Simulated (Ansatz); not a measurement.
# Si (Si, beta-Sn type): the cost of one run

Program: Ansatz 0.2.0. Level of theory: DFT PBE, plane waves (420 eV) with PAW, scalar-relativistic. These are calculated values, not measurements.

## Step 1: The structure to begin with

The structure is tetragonal, space group I4_1/amd (No. 141). Conventional cell: a = 4.870 Å, b = 4.870 Å, c = 2.659 Å, α = 90.00°, β = 90.00°, γ = 90.00°. Si (site symmetry -4m2) is surrounded by 6 Si at 2.52 to 2.66 Å.

Structure file:

```xyz
2
Lattice="-2.4350 2.4350 1.3295 2.4350 -2.4350 1.3295 2.4350 2.4350 -1.3295" Properties=species:S:1:pos:R:3 pbc="T T T"
Si    0.0000    0.0000    0.0000
Si    0.0000    2.4350    0.6648
```

## Step 2: Geometry optimisation

input.yaml reads:

```yaml
crystal:
  lattice:
    - [-2.4350158441, 2.4350158441, 1.3295186509]
    - [2.4350158441, -2.4350158441, 1.3295186509]
    - [2.4350158441, 2.4350158441, -1.3295186509]
  atoms:
    - { symbol: Si, position: [0.0, 0.0, 0.0] }
    - { symbol: Si, position: [0.75, 0.25, 0.5] }
hamiltonian:
  xc: pbe
  pseudopotentials:
    kind: paw
    azcp:
      Si: "pseudopotentials/Si.paw.azcp"
basis:
  ecutwfc: 420
  fft_grid_basis: typed
kpoints:
  mp_grid: { grid: [13, 13, 9], shift: [0, 0, 0] }
magnetization:
  spin_polarized: false
scf:
  occupations: { method: fermi_dirac, width: 0.1 }
relax:
  max_steps: 60
  f_tol: 0.01
  cell: {}
output:
  write_density: true
  write_potential: true
  elf: true
  volumetric_format: npy
```

The run is started by

```sh
$ ansatz run input.yaml --threads 1 --pin off --max-ram 3584MiB --backend cpu --events-out ev --progress --plain --runs-dir out
```

What time and memory should one allow on 1 thread of Intel Xeon Platinum 8259CL at 2.50GHz (Skylake/Cascade Lake), shared host?

About 46 s, with a peak of 0.62 GiB.
